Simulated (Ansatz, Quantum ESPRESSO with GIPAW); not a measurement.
# Shieldings and field gradients in RbPO3, part 2 of 2

Aim: the magnetic shielding tensor of every site in RbPO3 and the field gradients at its nuclei.

Quantum ESPRESSO with GIPAW; PBEsol.

So far. Step 3 (GIPAW: job nmr): In this run the largest span is that of P (site symmetry m2m), with principal values 203.7, 257.2 and 506.7 ppm. On O(2) the most shielded direction lies 8° off its short bond to P: a field along the bond can't mix the bonding orbital with those across it, so the paramagnetic term is smallest there.

## 5. From shieldings to shifts

Covalently bonded atoms count as neighbours within 1.18 times the sum of their radii. Otherwise a cation's neighbours lie within 1.2 times its shortest bond (1.3 for large cations, each anion's radius taken off where they differ), and an anion's are the cations that count it.

```tsv
site	atom no.	atoms in cell	surroundings	bonds (Å)	σ_iso (ppm)	C_Q (MHz)	η_Q
Rb	1	2	RbO6	3.013	3191	-10.43	0.47
P	3	2	PO4, Q2	1.50 to 1.60	322.5	-	-
O(1)	5	2	bridging P-O-P, 180°	1.598	134.9	-9.95	0.05
O(2)	7	4	non-bridging on P; 4 neighbours	1.50 to 3.01	127.9	-5.05	0.18
```

By surroundings the O shieldings are non-bridging on P: 127.9; bridging P-O-P: 134.9 ppm.

Simulated spectrum: 31P MAS at 20 kHz, 9.4 T (162.2 MHz), lines broadened by 1.2 ppm; the axis counts ppm from the isotropic position of P, as −Δσ; rigid lattice, with dipolar and J couplings left out. Its lines over 1.5 % of the strongest:

```tsv
offset (ppm)	area
246.7	0.02
123.3	0.20
0.0	1.00
-123.3	0.14
-246.7	0.05
```

Spinning sidebands lie 123.3 ppm apart.

Simulated spectrum: 17O fast MAS, 11.7 T (67.6 MHz), central transition to second order, lines broadened by 4.6 ppm; the axis counts ppm from the isotropic position of O(1), as −Δσ; rigid lattice, with dipolar and J couplings and satellite transitions left out.

| offset (ppm) | intensity |
| --- | --- |
| 30 | 0.00 |
| 18 | 0.00 |
| 6 | 0.02 |
| -6 | 0.78 |
| -9 | 1.00 |
| -17 | 0.67 |
| -29 | 0.57 |
| -41 | 0.88 |
| -43 | 0.96 |
| -52 | 0.42 |
| -64 | 0.21 |
| -76 | 0.15 |
| -87 | 0.09 |
| -99 | 0.08 |
| -111 | 0.07 |
| -123 | 0.07 |
| -134 | 0.07 |
| -146 | 0.07 |
| -158 | 0.07 |
| -169 | 0.08 |
| -181 | 0.09 |
| -193 | 0.13 |
| -200 | 0.19 |
| -204 | 0.14 |
| -217 | 0.02 |
| -229 | 0.01 |
| -241 | 0.01 |
| -252 | 0.01 |
| -264 | 0.01 |
| -276 | 0.01 |
| -287 | 0.01 |
| -299 | 0.01 |
| -311 | 0.01 |
| -322 | 0.01 |
| -334 | 0.00 |
| -346 | 0.00 |
| -357 | 0.00 |

Most prominent maxima (ppm: height): -9: 1.00, -43: 0.96, -200: 0.19.

## 6. What the settings change

Each row names what was changed: the structure as given shows what the relaxation did; another functional shows how far the paramagnetic term hangs on the exchange-correlation form.

Changes of σ_iso (ppm) against the run above (PBEsol, cutoffs 55 and 330 Ry, mesh 3×3×4, 53 min). Times are CPU times of pw.x and gipaw.x together, on 4 MPI ranks of Arm Neoverse V2, shared host; on a shared host they are rough.

```tsv
run	CPU time	f-sum miss	Rb	P	O(1)	O(2)
structure as given	54 min	0.011	+9.4	-0.2	-0.4	+1.6
BLYP	49 min	0.0093	-0.1	-5.9	+5.5	+4.6
```

The largest move is +9.4 ppm, on Rb, from structure as given.

## 7. A run with a fault

One more run, with a slip of the kind that is easily made.

Input file scf.in:

```
&control
  calculation = 'scf'
  prefix = 'x'
  outdir = './tmp/'
  pseudo_dir = './'
/
&system
  ibrav = 0
  nat = 10
  ntyp = 3
  ecutwfc = 55
  ecutrho = 330
  nbnd = 32
/
&electrons
  conv_thr = 1.0d-10
  mixing_beta = 0.7
  electron_maxstep = 100
/
ATOMIC_SPECIES
  Rb 85.468 Rb.pbesol-spn-kjpaw_psl.1.0.0-gipaw.UPF
  P 30.974 P.pbesol-n-kjpaw_psl.1.0.0-gipaw.UPF
  O 15.999 O.pbesol-n-kjpaw_psl.1.0.0-gipaw.UPF
CELL_PARAMETERS angstrom
  3.03688200 -6.69123400 0.00000000
  3.03688200 6.69123400 0.00000000
  0.00000000 0.00000000 4.86253100
ATOMIC_POSITIONS crystal
  Rb 0.66184171 0.33815829 0.75000000
  Rb 0.33815829 0.66184171 0.25000000
  P 0.92245676 0.07754324 0.75000000
  P 0.07754324 0.92245676 0.25000000
  O -0.00000000 -0.00000000 0.00000000
  O 0.00000000 0.00000000 0.50000000
  O 0.34767415 0.07773676 0.25000000
  O 0.92226324 0.65232585 0.25000000
  O 0.65232585 0.92226324 0.75000000
  O 0.07773676 0.34767415 0.75000000
K_POINTS automatic
  1 1 1 0 0 0
```

Run with:

```bash
$ mpirun -np 4 pw.x -in scf.in > scf.out
```

This SCF reached its threshold; then the response:

Input file nmr.in:

```
&inputgipaw
  job = 'nmr'
  prefix = 'x'
  tmp_dir = './tmp/'
  restart_mode = 'from_scratch'
  verbosity = 'low'
  q_gipaw = 0.01
  spline_ps = .true.
  conv_threshold = 1.0d-11
  use_nmr_macroscopic_shape = .false.
  pawproj(1) = .true.
  pawproj(2) = .true.
  pawproj(3) = .true.
/
```

Run with:

```bash
$ mpirun -np 4 gipaw.x -in nmr.in > nmr.out
```

Log:

```text
[banner, memory and clock lines left out]
[a note of our patched build left out]

     Parallelizing q-star over 1 images

     IMPORTANT: XC functional enforced from input :
     Exchange-correlation= PBESOL
                           (   1   4  10   8   0   0   0)
     Any further DFT definition will be discarded
     Please, verify this is what you really want

     Check: negative core charge=   -0.000003
[...]
projs nearly linearly dependent: l=0  n1,n2= 1, 2  s=  0.99580793
[...]
alpha_pv=     48.6463 eV

     spline_ps is .false., expect some extrapolation errors

     q-space interpolation up to    66.00 Rydberg

     GIPAW job: nmr
     NMR macroscopic correction: no
[...]
Computing the magnetic susceptibility     isolve=0    ethr=  0.1000E-10
     Starting from scratch
     k-point #    1 of     1      pool #  1    cpu time:       1.4

     End of magnetic susceptibility calculation

     f-sum rule (1st term):
           -66.5677         -0.0000          0.0000
             0.0000        -65.5610          0.0000
[...]
Rb      1    anisotropy:   -719.95    eta:    0.1123
[...]
Atom  2  Rb  pos: (  0.413285  0.294747  0.165434)  Total sigma:        2717.88
[...]
Atom  3  P   pos: (  0.413285 -0.769380  0.496302)  Total sigma:         276.01
[...]
P       3    anisotropy:    293.78    eta:    0.3175
[...]
Atom  4  P   pos: (  0.413285  0.769380  0.165434)  Total sigma:         276.01
[...]
Atom  5  O   pos: (  0.000000  0.000000  0.000000)  Total sigma:          41.43
[...]
O       5    anisotropy:    178.25    eta:    0.3690
[...]
Atom  6  O   pos: (  0.000000  0.000000  0.330868)  Total sigma:          41.43
[...]
Atom  7  O   pos: (  0.175816 -0.245805  0.165434)  Total sigma:         -78.82
[...]
O       7    anisotropy:   -176.43    eta:    0.1625
[...]
Atom  8  O   pos: (  0.650755 -0.245805  0.165434)  Total sigma:         -78.82
[...]
Atom  9  O   pos: (  0.650755  0.245805  0.496302)  Total sigma:         -78.82
[...]
Atom 10  O   pos: (  0.175816  0.245805  0.496302)  Total sigma:         -78.82
[...]
```

The job ended after 60 s (4 MPI ranks of Arm Neoverse V2, shared host; peak memory 0.63 GiB; 4 min of CPU time).

The run ends without an error, but the fault (Gamma alone for a small cell) moves σ_iso of Rb by -472.8 ppm (both without the shape term); the f-sum rule is missed by 4.9 electrons. Its numbers are not to be used. The induced current is an integral over the zone, which one k-point of a small cell samples far too coarsely.

## 8. Results

```yaml
31p_shielding_without_shape_term: 322.5 ppm
17o_shielding_without_shape_term: 127.9, 134.9 ppm
17o_size_of_c_q: 5.05, 9.95 MHz
87rb_shielding_without_shape_term: 3191 ppm
87rb_size_of_c_q: 10.43 MHz
```

In words: 31P has one site (PO4, Q2), with isotropic shielding 322.5 ppm (shape term left out). A shift needs a reference, δ = σ_ref − σ, fixed on measured compounds; these shieldings lie outside the range that the measured compounds cover, so none is given. A finer mesh and a higher cutoff were not carried through on these files. The largest change with the functional is 5.9 ppm in absolute shielding; part of that drops out once each functional has its own reference line. The scalar-relativistic files are used with non-relativistic response operators, which weighs most on the heavy atoms' own shieldings. In PBE checks against another PAW code, field gradients made this way came out (cores as stored) 4 to 9 % larger on O (three silicas and corundum) and 6 % smaller on Al (corundum alone). This build of gipaw.x prints that it is not audited and that its numbers are no references by themselves. It also reports spline_ps as false although the input sets it; why was not traced. The field gradients use PAW files made for PBE. Without spin-orbit coupling, gradients at and beside the heavy atoms are unsure.

[Banner, clock, file and message-heading lines were taken out of the pw.x and gipaw.x logs.]

[Logs are printed without paths, hosts, clocks, repeated set-up lines and the standing remarks that a program may print on its own settings, such as how far it seeks lower states.]

[Hosts, paths, dates, database ids (printed as entryN), source tags and the programs' standing remarks are cut or masked in the printed files.]

[Where no reference line passes its bar on scatter, no shift is given, so a measured shift of this compound may stand uncompared.]
